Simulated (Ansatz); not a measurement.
Predict the output of the script below (Ansatz 0.2.0 through its Python package).

`bate_gw.py`:
```python
"""Quasiparticle gap of BaTe by G0W0."""

import ansatz as az
from ase import Atoms


def main() -> None:
    atoms = Atoms(
        ["Ba", "Te"],
        scaled_positions=[
            [0.0, 0.0, 0.0],
            [0.5, 0.5, 0.5],
        ],
        cell=[
            [0.0, 3.41, 3.41],
            [3.41, 0.0, 3.41],
            [3.41, 3.41, 0.0],
        ],
        pbc=True,
    )
    cell = az.Crystal.from_ase(atoms)

    job = cell.calculation()
    job = job.functional("PBE").kpoints(3)
    job = job.pseudopotentials("paw")
    job = job.basis(420).occupations("fixed")
    job = job.gw(empty_bands=60, screening_cutoff=100, quasiparticle_bands=("v2", "c2"))
    events = []
    res = job.session().plan().execute(on_event=events.append, runs_dir="gw_run")
    gw = next(e["data"] for e in events if e["event"] == "gw_qp")
    top = gw["frontier_bands"]["highest_filled_band"]
    for qp in gw["qp"]:
        if qp["ik"] == 0:
            print("band", qp["band"], "shift", round(qp["e_qp_ev"] - qp["eps_ks_ev"], 3), "eV, Z =", round(qp["z"], 3))
    for key, label in (("eps_ks_ev", "Kohn-Sham"), ("e_qp_ev", "G0W0")):
        filled = max(qp[key] for qp in gw["qp"] if qp["band"] <= top)
        empty = min(qp[key] for qp in gw["qp"] if qp["band"] > top)
        print(f"{label} gap on the mesh: {empty - filled:.3f} eV")
    print("static dielectric eigenvalues (RPA, this mesh):", [round(e, 3) for e in gw["screening"][0]["eps_tensor_eigenvalues"]])


if __name__ == "__main__":
    main()
```

`python bate_gw.py` gives:
```text
band 12 shift -0.368 eV, Z = 0.793
band 13 shift -0.368 eV, Z = 0.793
band 14 shift 0.557 eV, Z = 0.807
band 15 shift 0.557 eV, Z = 0.807
Kohn-Sham gap on the mesh: 1.672 eV
G0W0 gap on the mesh: 2.383 eV
static dielectric eigenvalues (RPA, this mesh): [7.856, 7.856, 7.856]
```

Reading the output:
- The k-point mesh is coarse, and energy and stress weren't tested for convergence.
- The starting cell is as deposited in a crystallographic database; the results hold for this polymorph, which needn't be the stable one.
- Mesh, empty bands and screening cutoff are small, so the quasiparticle gap isn't converged, and it is read on the mesh points alone. Spin-orbit coupling is left out, which matters for heavy elements.
- Finished in 6.9 s on 1 thread of AMD EPYC 7R43 64-Core Processor (Zen 3) (shared host), peak memory 0.45 GiB.
